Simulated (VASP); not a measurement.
# Si in VASP: one cell, several levels of theory, part 1 of 2

Aim: gap, levels, forces and stress of Si built on the diamond prototype, under +5.0 % biaxial strain in the (111) plane, free along [111] at fixed geometry. Runs: PBE, r2SCAN.

Program: VASP 6.6.1. PAW datasets, plane waves. Computed at 0 K without zero-point motion; spin polarisation is off.

## (1) Starting point

The cell comes from an earlier relaxation with r2SCAN in another program, then strained, with the atoms relaxed again.

It is trigonal, R-3m (No. 166); a = 4.042 Å, c = 9.261 Å in the conventional setting, 21.84 Å³ an atom. Si has 4 Si at 2.36–2.44 Å.

Structure file:

```
CELL_PARAMETERS angstrom
-0.12322 2.73501 2.73501
2.73501 -0.12322 2.73501
2.73501 2.73501 -0.12322
ATOMIC_POSITIONS crystal
Si 0.99753 0.99753 0.99753
Si 0.25247 0.25247 0.25247
```

## (2) PBE at this geometry

Contents of INCAR:

```
ENCUT = 520.000000
SIGMA = 0.020000
EDIFF = 1.00e-07
GGA = PE
PREC = Accurate
IBRION = -1
ISIF = 2
ISMEAR = -1
NBANDS = 11
NELM = 120
NSW = 0
LASPH = .TRUE.
LCHARG = .FALSE.
LWAVE = .FALSE.
LREAL = .FALSE.
```

Contents of KPOINTS:

```
KPOINTS created by Atomic Simulation Environment
0
Gamma
8 8 8
0 0 0
```

Contents of KPOINTS_OPT:

```
special points
7
Reciprocal
0.0000000000 0.0000000000 0.0000000000 1
0.5000000000 0.0000000000 0.5000000000 1
0.6250000000 0.2500000000 0.6250000000 1
0.3750000000 0.3750000000 0.7500000000 1
0.5000000000 0.5000000000 0.5000000000 1
0.5000000000 0.2500000000 0.7500000000 1
0.0000000000 0.5000000000 0.5000000000 1
```

Contents of POSCAR:

```
Si
 1.0000000000000000
    -0.1232188892000000    2.7350059511999998    2.7350059511999998
     2.7350059511999998   -0.1232188892000000    2.7350059511999998
     2.7350059511999998    2.7350059511999998   -0.1232188892000000
 Si
   2
Cartesian
 -0.0131897805859840 -0.0131897805859840 -0.0131897805859840
  1.3498880338859838  1.3498880338859838  1.3498880338859840
```

The run uses the recommended PBE PAW datasets (8 valence electrons a neutral cell).

Command:

```console
$ mpirun -np 1 vasp_std
```

Standard output, without the iteration lines:

```text
POSCAR found type information on POSCAR Si
 POSCAR found :  1 types and       2 ions
 LDA part: xc-table for (Slater+PW92), standard interpolation
 POSCAR, INCAR and KPOINTS ok, starting setup
 FFT: planning ... GRIDC
 FFT: planning ... GRID_SOFT
 FFT: planning ... GRID
 WAVECAR not read
 entering main loop
 Start KPOINTS_OPT (optional k-point list driver)
k-point batch [1-7\7]
```

OSZICAR:

```text
N       E                     dE             d eps       ncg     rms          rms(c)
DAV:   1     0.576795658769E+01    0.57680E+01   -0.30599E+03  1430   0.550E+02
DAV:   2    -0.103182273537E+02   -0.16086E+02   -0.15224E+02  1873   0.815E+01
DAV:   3    -0.108860011145E+02   -0.56777E+00   -0.56582E+00  1818   0.128E+01
DAV:   4    -0.108909069234E+02   -0.49058E-02   -0.49051E-02  1727   0.149E+00
DAV:   5    -0.108909601454E+02   -0.53222E-04   -0.53221E-04  1797   0.143E-01    0.436E+00
DAV:   6    -0.107896062089E+02    0.10135E+00   -0.59092E-02  1638   0.105E+00    0.264E+00
DAV:   7    -0.107426633772E+02    0.46943E-01   -0.11767E-01  1682   0.157E+00    0.165E-01
DAV:   8    -0.107439767859E+02   -0.13134E-02   -0.83534E-03  1634   0.519E-01    0.107E-01
DAV:   9    -0.107441347909E+02   -0.15800E-03   -0.26882E-04  1825   0.998E-02    0.676E-02
DAV:  10    -0.107442046567E+02   -0.69866E-04   -0.85963E-05  1648   0.492E-02    0.171E-02
DAV:  11    -0.107442063614E+02   -0.17047E-05   -0.60258E-06  1872   0.129E-02    0.813E-03
DAV:  12    -0.107442072677E+02   -0.90639E-06   -0.10063E-06  1628   0.601E-03    0.173E-03
DAV:  13    -0.107442071830E+02    0.84713E-07   -0.13330E-07  1757   0.184E-03
   1 F= -.10744207E+02 E0= -.10744207E+02  d E =-.119233E-05
       N       E                     dE             ncg
DAV:   1     0.987875072067E+03   -0.14257E+04      154
DAV:   2     0.872779568082E+03   -0.11510E+03      189
DAV:   3     0.867963073333E+03   -0.48165E+01      222
DAV:   4     0.867928125653E+03   -0.34948E-01      181
DAV:   5     0.867927744592E+03   -0.38106E-03      200
DAV:   6     0.867927738658E+03   -0.59335E-05      200
DAV:   7     0.867927738570E+03   -0.88901E-07      205
```

The lines after F= are the extra pass for the points of KPOINTS_OPT, at fixed density; their E is not a total energy.

Parts of OUTCAR:

```text
k-points           NKPTS =     65   k-points in BZ     NKDIM =     65   number of bands    NBANDS=     11

   NELECT =       8.0000    total number of electrons

   dimension x,y,z NGX =    30 NGY =   30 NGZ =   30
   dimension x,y,z NGXF=    60 NGYF=   60 NGZF=   60

  energy-cutoff  :      520.00
  volume of cell :       43.68
      direct lattice vectors                 reciprocal lattice vectors
    -0.123218889  2.735005951  2.735005951    -0.170902338  0.178965169  0.178965169
     2.735005951 -0.123218889  2.735005951     0.178965169 -0.170902338  0.178965169
     2.735005951  2.735005951 -0.123218889     0.178965169  0.178965169 -0.170902338

 k-points in reciprocal lattice and weights: KPOINTS created by Atomic Simulation Env
   0.00000000  0.00000000  0.00000000       0.002
   0.12500000  0.00000000  0.00000000       0.012
   0.25000000  0.00000000  0.00000000       0.012
   0.37500000  0.00000000 -0.00000000       0.012
   0.50000000  0.00000000  0.00000000       0.006
   0.12500000  0.12500000  0.00000000       0.012
   0.25000000  0.12500000  0.00000000       0.023
   0.37500000  0.12500000  0.00000000       0.023
[... 57 more k-points ...]

 E-fermi :   5.3923

 k-point     1 :       0.0000    0.0000    0.0000
  band No.  band energies     occupation
      1      -6.4001      2.00000
      2       4.8558      2.00000
      3       4.8558      2.00000
      4       5.2515      1.99825
      5       6.8960      0.00000
      6       7.2839      0.00000
      7       7.2839      0.00000
      8       8.5110      0.00000
      9      12.6692      0.00000
     10      12.6856      0.00000
     11      12.6856      0.00000

 k-point     2 :       0.1250    0.0000    0.0000
  band No.  band energies     occupation
      1      -6.2176      2.00000
      2       3.2626      2.00000
      3       4.6313      2.00000
      4       4.9398      2.00000
      5       7.1477      0.00000
      6       7.6534      0.00000
      7       8.1825      0.00000
      8       9.1505      0.00000
      9      12.1790      0.00000
     10      12.3496      0.00000
     11      13.3710      0.00000

 k-point     3 :       0.2500    0.0000    0.0000
  band No.  band energies     occupation
      1      -5.6880      2.00000
      2       1.0920      2.00000
      3       4.2562      2.00000
      4       4.4932      2.00000
      5       6.8553      0.00000
      6       8.2070      0.00000
      7       8.7082      0.00000
      8      11.0771      0.00000
      9      11.9352      0.00000
     10      12.6072      0.00000
     11      13.8159      0.00000

 k-point     4 :       0.3750    0.0000   -0.0000
  band No.  band energies     occupation
      1      -4.9095      2.00000
      2      -0.7337      2.00000
      3       3.9940      2.00000
      4       4.1809      2.00000
      5       6.5305      0.00000
      6       8.3027      0.00000
      7       8.7548      0.00000
      8      12.5405      0.00000
      9      12.9534      0.00000
     10      13.4693      0.00000
     11      14.5332      0.00000

 k-point     5 :       0.5000    0.0000    0.0000
  band No.  band energies     occupation
      1      -4.3835      2.00000
      2      -1.6155      2.00000
      3       3.9046      2.00000
      4       4.0732      2.00000
      5       6.4073      0.00000
      6       8.2440      0.00000
      7       8.6945      0.00000
      8      12.7123      0.00000
      9      14.8052      0.00000
     10      14.9835      0.00000
     11      15.0874      0.00000

 k-point     6 :       0.1250    0.1250    0.0000
  band No.  band energies     occupation
      1      -6.1466      2.00000
      2       3.5164      2.00000
      3       4.0748      2.00000
      4       4.4669      2.00000
      5       6.9914      0.00000
      6       8.1241      0.00000
      7       8.3974      0.00000
      8       9.2588      0.00000
      9      11.4360      0.00000
     10      12.9631      0.00000
     11      13.7151      0.00000

 k-point     7 :       0.2500    0.1250    0.0000
  band No.  band energies     occupation
      1      -5.7196      2.00000
      2       1.6930      2.00000
      3       3.7596      2.00000
      4       4.0499      2.00000
      5       7.1440      0.00000
      6       8.1294      0.00000
      7       9.2479      0.00000
      8       9.7510      0.00000
      9      11.9545      0.00000
     10      13.2484      0.00000
     11      14.6625      0.00000

 k-point     8 :       0.3750    0.1250    0.0000
  band No.  band energies     occupation
      1      -4.9963      2.00000
      2      -0.1948      2.00000
      3       3.3209      2.00000
      4       3.7480      2.00000
      5       7.3199      0.00000
      6       8.2900      0.00000
      7       9.4552      0.00000
      8      10.0344      0.00000
      9      13.5010      0.00000
     10      14.3559      0.00000
     11      14.9609      0.00000

 k-point     9 :       0.5000    0.1250    0.0000
  band No.  band energies     occupation
      1      -4.2809      2.00000
      2      -1.4550      2.00000
      3       2.9117      2.00000
      4       3.7346      2.00000
      5       7.2370      0.00000
      6       8.4084      0.00000
      7       9.2405      0.00000
      8      11.5685      0.00000
      9      13.7978      0.00000
     10      15.0400      0.00000
     11      15.4977      0.00000

 k-point    10 :      -0.3750    0.1250    0.0000
  band No.  band energies     occupation
      1      -4.5099      2.00000
      2      -1.0955      2.00000
      3       2.7101      2.00000
      4       3.9776      2.00000
      5       7.3321      0.00000
      6       8.5907      0.00000
      7       9.0641      0.00000
      8      12.3530      0.00000
      9      13.3220      0.00000
     10      13.7711      0.00000
     11      15.4553      0.00000

 k-point    11 :      -0.2500    0.1250    0.0000
  band No.  band energies     occupation
      1      -5.3047      2.00000
      2       0.4735      2.00000
      3       2.8140      2.00000
      4       4.3986      2.00000
      5       7.5726      0.00000
      6       8.7926      0.00000
      7       8.8555      0.00000
      8      11.0032      0.00000
      9      11.9229      0.00000
     10      13.9551      0.00000
     11      14.4917      0.00000

 k-point    12 :      -0.1250    0.1250    0.0000
  band No.  band energies     occupation
      1      -5.9263      2.00000
      2       2.2363      2.00000
      3       3.4290      2.00000
      4       4.8223      2.00000
      5       7.5599      0.00000
      6       8.2951      0.00000
      7       8.6613      0.00000
      8       9.9274      0.00000
      9      11.5862      0.00000
     10      12.6406      0.00000
     11      14.1747      0.00000

 k-point    13 :       0.2500    0.2500    0.0000
  band No.  band energies     occupation
      1      -5.3954      2.00000
      2       1.4430      2.00000
      3       3.0355      2.00000
      4       3.4901      2.00000
      5       6.1890      0.00000
      6       8.1145      0.00000
      7      10.3895      0.00000
      8      10.3942      0.00000
      9      12.3885      0.00000
     10      13.8114      0.00000
     11      15.9191      0.00000

 k-point    14 :       0.3750    0.2500    0.0000
  band No.  band energies     occupation
      1      -4.7493      2.00000
      2       0.0780      2.00000
      3       2.4458      2.00000
      4       3.2000      2.00000
      5       6.4838      0.00000
      6       7.7331      0.00000
      7      10.5058      0.00000
      8      11.0904      0.00000
      9      14.0477      0.00000
     10      15.0830      0.00000
     11      16.1603      0.00000

 k-point    15 :       0.5000    0.2500    0.0000
  band No.  band energies     occupation
      1      -3.9548      2.00000
      2      -1.2200      2.00000
      3       1.7347      2.00000
      4       3.1908      2.00000
      5       6.8283      0.00000
      6       8.8738      0.00000
      7      10.2262      0.00000
      8      10.9784      0.00000
      9      14.4255      0.00000
     10      15.6738      0.00000
     11      16.0475      0.00000

 k-point    16 :      -0.3750    0.2500    0.0000
  band No.  band energies     occupation
      1      -3.8550      2.00000
      2      -1.3632      2.00000
      3       1.3223      2.00000
      4       3.4581      2.00000
      5       7.1053      0.00000
      6       9.9630      0.00000
      7      10.7137      0.00000
      8      11.0476      0.00000
      9      12.3662      0.00000
     10      13.4520      0.00000
     11      17.0847      0.00000

[... the tables of k-points 17 to 65 left out ...]

  Total       -1.3585328     -1.3585328     -1.3585328      0.8257889      0.8257889      0.8257889
  in kB      -49.8304229    -49.8304229    -49.8304229     30.2895948     30.2895948     30.2895948
  external PRESSURE =     -49.8304229 kB  Pullay stress =       0.0000000 kB

 POSITION                                       TOTAL-FORCE (eV/Angst)
 -----------------------------------------------------------------------------------
      5.33360      5.33360      5.33360        -0.018603     -0.018603     -0.018603
      1.34989      1.34989      1.34989         0.018603      0.018603      0.018603
 -----------------------------------------------------------------------------------
    total drift:                               -0.000000      0.000000     -0.000000

  FREE ENERGIE OF THE ION-ELECTRON SYSTEM (eV)
  ---------------------------------------------------
  free  energy   TOTEN  =       -10.7442071830 eV

  energy  without entropy=      -10.7442059907  energy(sigma->0) =      -10.74420659
```

Run time: 32 s. Hardware: 1 MPI rank of Intel Xeon Platinum 8488C, shared host; peak memory 0.19 GiB.

The levels at the points of KPOINTS_OPT are read from vasprun.xml.

Near the gap, in eV above the top of the last filled band v; c is the band after it:

| point | v−1 | v | c | c+1 |
| --- | --- | --- | --- | --- |
| Γ | -0.40 | 0.00 | 1.64 | 2.03 |
| X | -3.14 | -2.62 | 0.31 | 0.91 |
| U | -4.11 | -2.71 | 0.77 | 4.30 |
| K | -4.11 | -2.71 | 0.77 | 4.30 |
| L | -1.70 | -1.70 | 0.33 | 2.84 |
| W | -3.80 | -3.71 | 3.63 | 3.80 |

PBE gives an indirect gap of 0.31 eV, from Γ to (0.50, 0.50, 0.00); the least direct gap is 1.64 eV. The pressure is -4.98 GPa, and the largest force is 0.032 eV/Å, on atom 1 (Si).

(Continued in part 2 of 2.)
